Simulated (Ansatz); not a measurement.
# CuI (Marshite) (F-43m) in Ansatz: further runs, part 3 of 3

Ansatz 0.2.0.

### 4 Phonons, PBEsol

Contents of input.yaml:

```yaml
crystal:
  lattice:
    - [0.0, 3.0315, 3.0315]
    - [3.0315, 0.0, 3.0315]
    - [3.0315, 3.0315, 0.0]
  atoms:
    - { symbol: I, position: [0.0, 0.0, 0.0] }
    - { symbol: Cu, position: [0.75, 0.75, 0.75] }
hamiltonian:
  xc: pbesol
  pseudopotentials: { kind: paw }
kpoints:
  mp_grid: { grid: [6, 6, 6] }
scf:
  occupations: { method: fixed }
phonons:
  method: dfpt
  dielectric: true
  rigid_motions: translations
  qmesh: [2, 2, 2]
  temperatures: { t_max: 1000, t_step: 100 }
  qpath:
    path:
      - [[0.0, 0.0, 0.0], [0.5, 0.0, 0.5], [0.5, 0.25, 0.75], [0.375, 0.375, 0.75], [0.0, 0.0, 0.0], [0.5, 0.5, 0.5], [0.625, 0.25, 0.625], [0.5, 0.25, 0.75], [0.5, 0.5, 0.5], [0.375, 0.375, 0.75]]
      - [[0.625, 0.25, 0.625], [0.5, 0.0, 0.5]]
    npoints: 8
```

Potentials or basis: Ansatz PAW.

Command:

```bash
> ansatz run input.yaml --threads 2 --pin off --max-ram 5632MiB --backend cpu --events-out ev --progress --plain --runs-dir out
```

The log of the run:

```text
Warning: phonons: the dynamical matrix that this run interpolates holds no multipole term above the dipole-dipole one, and a site of this crystal is no centre of inversion, so its interpolated transverse optical and acoustic branches and sound speeds can stay off near Gamma, and the density of states and the thermodynamics with them. What a run solves at a wave vector of phonons.qpoints, Gamma apart, where the deck admits one, is free of this, and under fd what a larger phonons.supercell samples
Warning: RAYON_NUM_THREADS=2 ignored (pool sized by the plan → 2); use --threads N
Engine: ansatz 0.2.0, x86_64-unknown-linux-gnu
Pseudopotentials: kind: paw
Pseudopotential: I, paw, valence charge 17, recommended cutoff 420 eV (normal), I.paw.azcp
Pseudopotential: Cu, paw, valence charge 19, recommended cutoff 420 eV (normal), Cu.paw.azcp
Functional definition: PBEsol
  exchange = pbesol_x
  correlation = pbesol_c
Crystal: 2 atoms, lattice volume = 55.719 Å³
Basis set: ecut = 420 eV, 1067 PW (Γ), exchange–correlation on 60×60×60 points (8 copies of the dense FFT grid, shifted against one another)
Bands: 22, of which v1, the nominal top of the filled ones, is band 18 counted from 1 (17 counted from 0)
Symmetry: 24 space group operations
k-points: 46 of 216 (irreducible under 4 space group operations, time reversal used)
Non-local potential: I, projectors of the file, l = 0: 2, l = 1: 2, l = 2: 2, l = 3: 2
Non-local potential: Cu, projectors of the file, l = 0: 3, l = 1: 2, l = 2: 3, l = 3: 1
PAW form: soft (Blöchl's): semilocal exchange-correlation on the pseudo side does not see the compensation charge
PAW frozen core: I, regenerated for the run's functional, and the local potential with it (the file was generated under x = pbe(κ = 0.804, μ = 0.2195149727645171), c = pbe(β = 0.06672455060314922))
PAW frozen core: Cu, regenerated for the run's functional, and the local potential with it (the file was generated under x = pbe(κ = 0.804, μ = 0.2195149727645171), c = pbe(β = 0.06672455060314922))
PAW one-centre angular grid: I, 590 points (default); XC on 64 Gauss nodes
PAW one-centre angular grid: Cu, 590 points (default); XC on 64 Gauss nodes
Initial density: superposition of atomic densities (neutral atoms: chi_scale 0, normalization atom), corrected by the library's trained network
Initial wavefunctions: pseudopotential atomic-orbital guess
Functional: x = pbesol(κ = 0.804, μ = 0.12345679012345678), c = pbesol(β = 0.046)
SCF iter   1: F=—  HF=-14021.263214 eV  |F-HF|=—  |Δ(HF+E_count)|=         —  Δρ=7.75e-3  dr2=1.95e-2  ethr=1.77e-3  ⟨swp⟩=5.1  Hψ=4121  notcnv=0  defer=86
preconditioner: auto → none  [insulator: Δε(μ)=0.929 eV  Ē_g=8.847 eV  n_scr=14 (ndim 8)  ℏωp=21.1 eV  f_vac=0.179  ε∞_Penn≈6.7]
SCF iter   2: F=—  HF=-14021.266774 eV  |F-HF|=—  |Δ(HF+E_count)|=   3.56e-3  Δρ=9.87e-3  dr2=3.54e-2  ethr=5.43e-5  ⟨swp⟩=2.2  Hψ=2316  notcnv=0  defer=87
SCF iter   3: F=—  HF=-14021.258041 eV  |F-HF|=—  |Δ(HF+E_count)|=   8.73e-3  Δρ=1.72e-3  dr2=9.14e-4  ethr=5.43e-5  ⟨swp⟩=2.1  Hψ=1890  notcnv=0  defer=86
SCF iter   4: F=—  HF=-14021.257980 eV  |F-HF|=—  |Δ(HF+E_count)|=   6.16e-5  Δρ=3.80e-4  dr2=4.14e-5  ethr=2.54e-6  ⟨swp⟩=2.0  Hψ=1668  notcnv=0  defer=86
SCF iter   5: F=—  HF=-14021.258004 eV  |F-HF|=—  |Δ(HF+E_count)|=   2.43e-5  Δρ=3.01e-5  dr2=3.02e-7  ethr=1.15e-7  ⟨swp⟩=2.0  Hψ=1369  notcnv=0  defer=86
SCF iter   6: F=—  HF=-14021.258001 eV  |F-HF|=—  |Δ(HF+E_count)|=   2.94e-6  Δρ=7.26e-6  dr2=3.31e-8  ethr=8.38e-10  ⟨swp⟩=2.0  Hψ=1840  notcnv=0  defer=86
SCF iter   7: F=—  HF=-14021.258001 eV  |F-HF|=—  |Δ(HF+E_count)|=   3.07e-8  Δρ=2.12e-6  dr2=1.42e-9  ethr=9.20e-11  ⟨swp⟩=2.0  Hψ=1426  notcnv=0  defer=86
SCF iter   8: F=-14021.258001 eV  HF=-14021.258001 eV  |F-HF|=1.82e-12  |Δ(HF+E_count)|=  2.55e-11  Δρ=2.85e-7  dr2=2.64e-11  ethr=1.00e-12  ⟨swp⟩=10.6  Hψ=6794  notcnv=0
SCF 1 converged in 8 iterations: F = -14021.258001 eV  dr2 = 2.64e-11
NSCF: frozen V_eff on 2 k-points
DFPT response loops at Γ: preconditioner auto → none (the input reference at scf.mixing.eps_inf says where Resta's filter doesn't serve); β = 0.50; Broyden in place of MSR1
── the response to a field inside a basis, on 6×6×6 k-points: an SCF that follows is theirs, and a resumed run solves both again ──
Bands: 19, of which v1, the nominal top of the filled ones, is band 18 counted from 1 (17 counted from 0)
k-points: 28 of 216 (irreducible under 6 space group operations, time reversal used)
Initial density: handed on by an earlier stage of this run
Initial wavefunctions: pseudopotential atomic-orbital guess (no wavefunctions were taken with the density)
Eigensolver: Dense (28 Hₖ)
SCF iter   1: F=—  HF=-14021.259693 eV  |F-HF|=—  |Δ(HF+E_count)|=         —  Δρ=1.73e-4  dr2=8.66e-6  ethr=1.00e-1
[... 36 lines left out ...]
  k-point 0: bands = ["-103.1819", "-60.7471", "-60.7471", "-60.7471", "-37.6785", "-37.6785", "-37.6785", "-37.6734", "-37.6734", "-6.0446", "4.3489", "4.3489", "4.3489", "6.1338", "6.1338", "8.0047", "8.0047", "8.0047", "9.0108", "12.8409", "12.8409", "12.8409"]
  k-point 1: bands = ["-103.1820", "-60.7471", "-60.7471", "-60.7471", "-37.6785", "-37.6784", "-37.6784", "-37.6734", "-37.6734", "-5.9188", "3.8342", "4.3582", "4.3582", "6.1247", "6.1247", "7.1173", "7.8090", "7.8090", "9.9679", "12.8071", "13.1902", "13.1902"]
  k-point 2: bands = ["-103.1820", "-60.7471", "-60.7471", "-60.7471", "-37.6784", "-37.6783", "-37.6783", "-37.6734", "-37.6734", "-5.6427", "2.8499", "4.3697", "4.3697", "6.1355", "6.1355", "6.4295", "7.4589", "7.4589", "10.1577", "13.4463", "13.4463", "14.3097"]
  k-point 45: bands = ["-103.1820", "-60.7471", "-60.7471", "-60.7471", "-37.6784", "-37.6783", "-37.6780", "-37.6734", "-37.6732", "-5.3476", "2.7827", "3.5615", "4.2600", "6.0395", "6.1343", "6.2739", "6.4997", "6.8524", "11.9170", "12.5823", "13.9205", "15.4694"]
--- Phonons (Γ-DFPT): 2 representative perturbations + reference, on 46 of 216 k-points (Σ response iterations 6) ---
  k mesh reduced under 4 symmetry operations, with k and −k counted as one. Each operation leaves every solved perturbation unchanged. A smaller set is not considered because the run solves the response to a homogeneous field
  ASR residual: 7.621e-5 → 0.000e0 eV/Å²; symmetrization residual: 6.296e-7 eV/Å²
  ASR residual per site (eV/Å²): 7.62e-5 3.25e-5
  Γ frequencies (cm⁻¹): 0.00 0.00 0.00 120.00 120.00 120.00
  ε∞ (high-frequency dielectric tensor):
        6.589558     0.000000    -0.000000
        0.000000     6.589558     0.000000
       -0.000000     0.000000     6.589558
  ε⁰ (static dielectric tensor: ions relaxed, cell fixed):
        8.349961     0.000000    -0.000000
        0.000000     8.349961     0.000000
       -0.000000     0.000000     8.349961
  ε⁰ − ε∞ (ionic part):
        1.760403     0.000000     0.000000
        0.000000     1.760403     0.000000
        0.000000     0.000000     1.760403
  softest optical mode at Γ: 120.00 cm⁻¹; the repairs (sum rule, projections) moved no ω² at Γ by more than (0.42 cm⁻¹)²
  Born effective charges Z* (e; rows j = field, columns β = displacement):
    site 0:
        -1.10251   -0.00000   -0.00000
        -0.00000   -1.10251   -0.00000
        -0.00000   -0.00000   -1.10251
    site 1:
         1.10251    0.00000    0.00000
         0.00000    1.10251    0.00000
         0.00000    0.00000    1.10251
  Z* charge neutrality: 5.443e-5 e pre-enforcement
  solved inside a basis spanned on kpoints, on 6×6×6 k-points, its susceptibility summed on 12×12×12: ε∞ is read to err by 1.9e-2, Z* by 2.0e-2 e (field_mesh: kpoints solves on kpoints); Z* is corrected for what the basis lacks
  optical modes at Γ without the LO–TO term, one row a degenerate level:
      ω (cm⁻¹)  modes    IR ((D/Å)²/amu)
        120.00      3             1.9869
  optical modes at Γ + LO–TO along q̂ = [1.0000, 0.0000, 0.0000]:
      ω (cm⁻¹)  modes    IR ((D/Å)²/amu)
        120.00      2             1.3246
        135.09      1             0.6623
  optical modes at Γ + LO–TO along q̂ = [0.0000, 1.0000, 0.0000]:
      ω (cm⁻¹)  modes    IR ((D/Å)²/amu)
        120.00      2             1.3246
        135.09      1             0.6623
  optical modes at Γ + LO–TO along q̂ = [0.0000, 0.0000, 1.0000]:
      ω (cm⁻¹)  modes    IR ((D/Å)²/amu)
        120.00      2             1.3246
        135.09      1             0.6623
--- Phonons (arbitrary-q DFPT): 3 irreducible q on the 2×2×2 mesh ---
  q = [0.0000, 0.0000, 0.0000] (star 1, of the zone-centre solve; hermiticity 5.62e-7, symmetrization 1.90e-12): -0.00 -0.00 0.00 120.00 120.00 120.00
  q = [0.0000, 0.0000, -0.5000] (star 4, 2 solved perturbations on 68 of 216 k-point pairs; hermiticity 2.48e-6, symmetrization 2.75e-12): 40.06 40.06 105.07 123.79 123.79 129.35
  q = [0.0000, -0.5000, -0.5000] (star 3, 4 solved perturbations in 152 linear systems a pass and spin channel, the states on 46 of 216 k-point pairs; hermiticity 5.10e-6, symmetrization 9.31e-13): 53.84 53.84 116.07 121.09 127.94 127.94
  sum rule: each row above includes the acoustic sum rule's correction from the zone centre's row sums; it moved no ω² by more than (0.40 cm⁻¹)²
  mesh force constants: q→R imaginary residual 3.15e-17; ASR residual 7.621e-5 → 0.000e0 eV/Å²; symmetrization residual 1.776e-15 eV/Å²
  interpolated dispersion: 83 rows × 6 modes
  density of states and harmonic sums: on the 18×18×18 q-mesh, interpolated from the force constants of a 2×2×2 supercell (with the dipole–dipole term)
  largest difference from the sums on the solved wave vectors: F 8.55e-2 eV, S 1.18e-4 and C_V 3.23e-5 eV/K
  zero-point energy: 0.035275 eV/cell   skipped modes (ω ≤ 0): 3   left out of the sums: 8.57e-5 of the cell's modes: C_V's classical limit lies that fraction below 3 k_B per atom; for a crystal, a wire or a layer, F and S can be off by more, and a phonons.interpolated_qmesh denser along its periods is the remedy for the sampling
```

Run time: 2.3 min. Hardware: 2 threads of Intel Xeon at 2.50GHz (Skylake/Cascade Lake), shared host; peak memory 0.61 GiB.

Results:

```
Free energy                                        : -14021.2580 eV
Band gap on the k mesh                             : 1.01 eV, direct
Electronic dielectric tensor (diagonal)            : 6.59
Born charges (mean of the diagonal)                : I -1.10; Cu +1.10 e
Highest phonon frequency, LO-TO splitting left out : 129 cm⁻¹
Static dielectric tensor (diagonal)                : 8.35
```

Levels at points of the mesh, in eV from the valence-band top:
```csv
k point,band 14,band 15,band 16,band 17,band 18,band 19,band 20,band 21,band 22
"(0.00, 0.00, 0.00)",-1.87,-1.87,0.00,0.00,0.00,1.01,4.84,4.84,4.84
"(0.00, 0.00, -0.50)",-1.84,-1.84,-1.80,-0.72,-0.72,2.06,5.37,5.37,7.23
"(0.00, -0.50, -0.50)",-1.90,-1.82,-1.78,-1.51,-1.51,2.60,2.84,9.05,9.70
"(-0.50, 0.00, 0.00)",-1.84,-1.84,-1.80,-0.72,-0.72,2.06,5.37,5.37,7.23
"(-0.50, 0.00, -0.50)",-1.90,-1.82,-1.78,-1.51,-1.51,2.60,2.84,9.05,9.70
```

Phonon frequencies in cm⁻¹ (negative: imaginary):
```
                q point            frequencies
  (0.000, 0.000, 0.000)      0 0 0 120 120 120
 (0.000, 0.000, -0.500)  40 40 105 124 124 129
(0.000, -0.500, -0.500)  54 54 116 121 128 128
```

Electronic dielectric tensor:
```
6.59 0.00 0.00
0.00 6.59 0.00
0.00 0.00 6.59
```

Born effective charge tensors (e):
atom 1, I
```
-1.10  0.00  0.00
 0.00 -1.10  0.00
 0.00  0.00 -1.10
```
atom 2, Cu
```
1.10 0.00 0.00
0.00 1.10 0.00
0.00 0.00 1.10
```

Static dielectric tensor, electrons and zone-centre modes:
```
8.35 0.00 0.00
0.00 8.35 0.00
0.00 0.00 8.35
```

Caveat: spin-orbit coupling is left out, which moves the levels of the heavy elements; the q mesh is small, so phonon branches between its points and thermal values are rough; the PAW data sets come from PBE, with cores solved anew for the run's functional, which leaves a small shift of forces and pressure.

### 5 Elastic constants, PBEsol

Contents of input.yaml:

```yaml
crystal:
  lattice:
    - [0.0, 3.0315, 3.0315]
    - [3.0315, 0.0, 3.0315]
    - [3.0315, 3.0315, 0.0]
  atoms:
    - { symbol: I, position: [0.0, 0.0, 0.0] }
    - { symbol: Cu, position: [0.75, 0.75, 0.75] }
hamiltonian:
  xc: pbesol
  pseudopotentials: { kind: paw }
kpoints:
  mp_grid: { grid: [6, 6, 6] }
scf:
  occupations: { method: fixed }
output:
  forces: true
  stress: true
elastic:
  mode: relaxed_ion
  stencil: two_point
```

Command:

```bash
> ansatz run input.yaml --threads 2 --pin off --max-ram 5632MiB --backend cpu --events-out ev --progress --plain --runs-dir out
```

It took 50 s on 2 threads of Intel Xeon at 2.50GHz (Skylake/Cascade Lake), shared host; peak memory 0.43 GiB.

It converged, with:

* Free energy: -14021.2580 eV
* Pressure: -2.6 GPa
* Band gap on the k mesh: 1.01 eV, direct
* Elastic constants C11, C12, C44: 49, 28, 24 GPa
* Voigt bulk modulus: 35 GPa

Levels at points of the mesh, in eV from the valence-band top:
```
             k point  band 14  band 15  band 16  band 17  band 18  band 19  band 20  band 21  band 22
  (0.00, 0.00, 0.00)    -1.87    -1.87     0.00     0.00     0.00     1.01     4.84     4.84     4.84
 (0.00, 0.00, -0.50)    -1.84    -1.84    -1.80    -0.72    -0.72     2.06     5.37     5.37     7.23
(0.00, -0.50, -0.50)    -1.90    -1.82    -1.78    -1.51    -1.51     2.60     2.84     9.05     9.70
```

Elastic tensor in Voigt notation (GPa, in the Cartesian axes of the cell as first typed):
```
49 28 28  0  0  0
28 49 28  0  0  0
28 28 49  0  0  0
 0  0  0 24  0  0
 0  0  0  0 24  0
 0  0  0  0  0 24
```

Caveat: spin-orbit coupling is left out, which moves the levels of the heavy elements; the PAW data sets come from PBE, with cores solved anew for the run's functional, which leaves a small shift of forces and pressure.

### 6 Band structure, r2SCAN0

Contents of input.yaml:

```yaml
crystal:
  lattice:
    - [0.0, 3.0315, 3.0315]
    - [3.0315, 0.0, 3.0315]
    - [3.0315, 3.0315, 0.0]
  atoms:
    - { symbol: I, position: [0.0, 0.0, 0.0] }
    - { symbol: Cu, position: [0.75, 0.75, 0.75] }
hamiltonian:
  xc: r2scan0
  pseudopotentials: { kind: paw }
kpoints:
  mp_grid: { grid: [4, 4, 4] }
  band_path:
    path:
      - [[0.0, 0.0, 0.0], [0.5, 0.0, 0.5], [0.5, 0.25, 0.75], [0.375, 0.375, 0.75], [0.0, 0.0, 0.0], [0.5, 0.5, 0.5], [0.625, 0.25, 0.625], [0.5, 0.25, 0.75], [0.5, 0.5, 0.5], [0.375, 0.375, 0.75]]
      - [[0.625, 0.25, 0.625], [0.5, 0.0, 0.5]]
    npoints: 4
scf:
  occupations: { method: fermi_dirac, width: 0.05 }
  n_extra_bands: 6
output:
  forces: true
  stress: true
  eigenvalues: true
  fatbands: false
  write_density: true
  write_potential: true
  elf: true
  volumetric_format: npy
```

Potentials or basis: Ansatz PAW.

Command:

```bash
> ansatz run input.yaml --threads 2 --pin off --max-ram 5632MiB --backend cpu --events-out ev --progress --plain --runs-dir out
```

It took 9.2 min on 2 threads of Intel Xeon at 2.50GHz (Skylake/Cascade Lake), shared host; peak memory 1 GiB.

Results (log left out):

| Quantity | Value |
| --- | --- |
| Free energy | -14157.9620 eV |
| Pressure | 0.2 GPa |
| Band gap on the k mesh | 3.66 eV, direct |
| Band gap along the path | 3.66 eV, direct |

Levels at the corners of the path, in eV from the valence-band top:
```csv
point,band 15,band 16,band 17,band 18,band 19,band 20,band 21,band 22
Γ,-2.54,0.00,0.00,0.00,3.66,7.38,7.38,7.38
X,-2.46,-2.32,-1.99,-1.99,4.76,5.23,12.03,12.81
W,-2.44,-2.42,-2.29,-1.73,6.77,7.23,8.64,8.71
K,-2.52,-2.36,-2.04,-1.62,5.34,7.07,10.11,10.58
Γ,-2.54,0.00,0.00,0.00,3.66,7.38,7.38,7.38
L,-2.52,-2.46,-0.85,-0.85,4.64,7.84,7.84,9.72
U,-2.52,-2.36,-2.04,-1.62,5.34,7.07,10.11,10.58
W,-2.44,-2.42,-2.29,-1.73,6.77,7.23,8.64,8.71
L,-2.52,-2.46,-0.85,-0.85,4.64,7.84,7.84,9.72
K,-2.52,-2.36,-2.04,-1.62,5.34,7.07,10.11,10.58
U,-2.52,-2.36,-2.04,-1.62,5.34,7.07,10.11,10.58
X,-2.46,-2.32,-1.99,-1.99,4.76,5.23,12.03,12.81
```

Caveat: the k mesh is coarse (spacing up to 0.45 Å⁻¹), so the values aren't converged, least of all with exact exchange; spin-orbit coupling is left out, which moves the levels of the heavy elements; the PAW data sets come from PBE, with cores solved anew for the run's functional, which leaves a small shift of forces and pressure; the thresholds are loose for stress.

### 7 Summary

| task | level | k mesh | cutoff (eV) | smearing | atoms under strain | points for each segment of the path | q mesh | mesh quality | gap on the mesh (eV) | pressure (GPa) |
| --- | --- | --- | --- | --- | --- | --- | --- | --- | --- | --- |
| elastic constants | LDA | 6 × 6 × 6 | 420 | fixed | relaxed | - | - | not flagged | 0.94 | -4.4 |
| band structure | HSE06 | 4 × 4 × 4 | 420 | fermi-dirac 0.05 eV | - | 4 | - | coarse | 2.64 | 0.8 |
| phonons | PBEsol | 6 × 6 × 6 | 420 | fixed | - | 8 | 2 × 2 × 2 | not flagged | 1.01 | - |
| elastic constants | PBEsol | 6 × 6 × 6 | 420 | fixed | relaxed | - | - | not flagged | 1.01 | -2.6 |
| band structure | r2SCAN0 | 4 × 4 × 4 | 500 | fermi-dirac 0.05 eV | - | 4 | - | coarse | 3.66 | 0.2 |

Alike in all rows: potentials or basis Ansatz PAW; no spin polarisation; cell as given.

Caveats: some runs use coarse meshes; spin-orbit coupling is left out, which moves the levels of the heavy elements; the PAW data sets come from PBE, with cores solved anew for the run's functional, which leaves a small shift of forces and pressure; the thresholds are loose for stress (some runs); the cell is more than 3 GPa from zero pressure, which shifts response properties (some runs).

Total energies depend on the potentials used, so only differences within one code and one set of settings carry meaning.

### 8 Against experiment

Step 4. A measured high-frequency dielectric constant of CuI is 4.84 (a printed reference work, data compilation); the calculated 6.59 misses it by +36.1 %. So large a miss can be the level of theory's own, or it may mean another phase, state or a wrong row.
